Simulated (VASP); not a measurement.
Input of a VASP 6.6.1 run:

Contents of INCAR:

```
  AGGAC = 1.0
  AGGAX = 1.0
  ALDAC = 0.0
  ALDAX = 1.0
  ALGO = Normal
  EDIFF = 1E-6
  ENCUT = 520
  GGA = B5
  ISIF = 2
  ISMEAR = -1
  LASPH = T
  LCHARG = F
  LREAL = F
  LWAVE = F
  NBANDS = 28
  NELM = 80
  PREC = Accurate
  SIGMA = 0.1
```

KPOINTS

```
k-points
0
Gamma
  9 9 14
```

The input POSCAR:

```
Mo
1.0
    4.6085997126      0.0000000000      0.0000000000
   -2.3042998563      3.9911644270      0.0000000000
    0.0000000000      0.0000000000      2.5204831767
Mo
3
Direct
    0.0000000000      1.0000000000      1.0000000000
    0.3333333333      0.6666666667      0.5000000000
    0.6666666667      0.3333333333      0.5000000000
```

Potentials or basis: VASP PAW PBE potentials, release 64 (Mo_sv).

Command:

```console
$ cat potpaw_PBE.64/Mo_sv/POTCAR > POTCAR
$ mpirun -np 1 vasp_std > vasp.out
```

(1) Predict the pressure.

(2) What does it give for the band gap on the k mesh?

Answers

(1) 22.3 GPa.

(2) none (metal or under the smearing width).

Caveat: so large a pressure means that the cell lies far from this level's equilibrium, or that cutoff or potentials fall short; the potentials were made for another functional, which shifts forces and pressure.
